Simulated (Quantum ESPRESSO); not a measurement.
MoS2: Hubbard U from linear response under several settings

```xyz
6
Lattice="3.1690 0.0000 0.0000 -1.5845 2.7444 0.0000 0.0000 0.0000 12.3240" Properties=species:S:1:pos:R:3 pbc="T T T"
Mo    1.5845    0.9148    9.2430
Mo    0.0000    1.8296    3.0810
S     1.5845    0.9148    4.6461
S     0.0000    1.8296   10.8081
S     1.5845    0.9148    1.5159
S     0.0000    1.8296    7.6779
```

All runs used Quantum ESPRESSO 7.5; potentials GBRV 1.5 PBEsol; k mesh 4 × 4 × 1; given cell; no spin polarisation; cutoff 612 eV; occupations smeared at first, fixed for the response.

| level | projectors | U typed (eV) | q mesh | with V | state | U computed (eV) |
| --- | --- | --- | --- | --- | --- | --- |
| PBEsol+U | ortho-atomic | 0.0 | 2 × 2 × 1 | no | insulator | ? |
| PBEsol+U | ortho-atomic | 2.0 | 2 × 2 × 1 | no | insulator | Mo 3.7 |
| PBEsol+U | ortho-atomic | 4.0 | 2 × 2 × 1 | no | insulator | Mo 3.7 |
| PBEsol+U | ortho-atomic | 6.0 | 2 × 2 × 1 | no | insulator | Mo 3.7 |
| PBEsol+U | ortho-atomic | 8.0 | 2 × 2 × 1 | no | insulator | Mo 3.6 |

Problem. What stands in the row left open?

Solution. U computed Mo 3.7 eV.

Caveats: all runs use coarse meshes.

For the row left open. Caveat: the k mesh is coarse (spacing up to 0.57 Å⁻¹), so the values aren't converged.
